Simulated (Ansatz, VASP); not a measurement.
## MoS2: VASP beside Ansatz

INCAR

```
ALGO = Normal
EDIFF = 1E-6
ENCUT = 520
GGA = PE
ISIF = 2
ISMEAR = -1
LASPH = T
LCHARG = F
LREAL = F
LWAVE = F
NBANDS = 20
NELM = 60
PREC = Accurate
SIGMA = 0.05
```

KPOINTS

```
k-points
0
Gamma
  13 13 6
```

File POSCAR:

```
MoS2
1.0
    3.2274645616      0.0000000000      0.0000000000
   -1.6137322808      2.7950663001      0.0000000000
    0.0000000000      0.0000000000      6.3124734200
Mo S
1 2
Direct
    0.0000000000      0.0000000000      0.5000000000
    0.6666666667      0.3333333333      0.7446806800
    0.3333333333      0.6666666667      0.2553193200
```

Contents of input.yaml:

```yaml
crystal:
  lattice:
    - [3.2274645616, 0.0, 0.0]
    - [-1.6137322808, 2.7950663001, 0.0]
    - [0.0, 0.0, 6.31247342]
  atoms:
    - { symbol: Mo, position: [0.0, 0.0, 0.5] }
    - { symbol: S, position: [0.6666666667, 0.3333333333, 0.74468068] }
    - { symbol: S, position: [0.3333333333, 0.6666666667, 0.25531932] }
hamiltonian:
  xc: pbe
  pseudopotentials: { kind: paw }
kpoints:
  mp_grid: { grid: [13, 13, 6] }
scf:
  occupations: { method: fermi_dirac, width: 0.05 }
output:
  forces: true
  stress: true
  eigenvalues: true
```

Measurements of this composition are mostly on another form, of space group No. 194.

Alike in both runs: task single point; functional PBE; k mesh 13 × 13 × 6; occupations fermi-dirac, width 0.05 eV; no spin polarisation.

```csv
,VASP,Ansatz
version,VASP 6.6.1,Ansatz 0.2.0
potentials or method,"VASP PAW PBE potentials, release 64 (Mo_sv, S)",Ansatz PAW
plane-wave cutoff (eV),520,420
valence electrons in the cell,26,26
```

|  | VASP | Ansatz | Ansatz less VASP |
| --- | --- | --- | --- |
| gap on the k mesh at the Fermi level (eV) | none | none | - |
| pressure (GPa) | 1.1 | 1.2 | +0.10 |
| largest component of the traceless stress (GPa) | 1.72 | 1.72 | -0.001 |
| rms of the force components (eV/Å) | 0.120 | 0.124 | +0.0040 |

Atom by atom the forces differ by 0.004 eV/Å (rms over components). A gap of «none» marks a metal or a gap that the smearing closes. With one functional, cell and mesh, what is left measures potentials, basis and numerics.

Caveats: this functional lacks dispersion, which binds the layers, so the pressure and a relaxed spacing across them are unreliable.
